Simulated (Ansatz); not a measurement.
What DFT gives for As₂Pt

```xyz
12
Lattice="5.8961 0.0000 0.0000 0.0000 5.8961 0.0000 0.0000 0.0000 5.8961" Properties=species:S:1:pos:R:3 pbc="T T T"
Pt    0.0000    0.0000    0.0000
Pt    2.9480    0.0000    2.9480
Pt    2.9480    2.9480    0.0000
Pt    0.0000    2.9480    2.9480
As    2.2641    2.2641    2.2641
As    0.6839    3.6320    5.2121
As    5.2121    0.6839    3.6320
As    3.6320    5.2121    0.6839
As    3.6320    3.6320    3.6320
As    5.2121    2.2641    0.6839
As    0.6839    5.2121    2.2641
As    2.2641    0.6839    5.2121
```

Method: PBE, no spin polarisation; PAW, plane waves to 420 eV, 6×6×6 Γ-centred mesh, fermi-dirac occupations (width 0.1 eV) (Ansatz 0.2.0), atoms fixed.

Problem. What is the band gap?

Solution. The gap is 0.42 eV, indirect (the least direct gap found is 1.18 eV).

Problem. Describe some of the short contacts.

Solution. As–As at 2.37 Å: least valence density 0.66 e/Å³ and ELF 0.80 there, a shared, covalent-like contact. Pt–As at 2.46 Å: least valence density 0.61 e/Å³ and ELF 0.57 there. Both are smooth PAW fields, read partly inside the augmentation spheres.

Problem. What does the stress say?

Solution. The pressure is 13.8 GPa (compression positive), so with the atoms held at these fractions the cell would first expand.

Problem. Which orbitals make up the band edges?

Solution. Within 0.7 eV of the edges, the states project mainly on As p (82 %) below the gap and on As p (45 %), Pt d (33 %) and As s (18 %) above it.

Origin: a database entry at a rescaled volume. Caveats: no spin-orbit coupling, which can shift this gap by tenths of an eV; atoms or cell far from equilibrium.
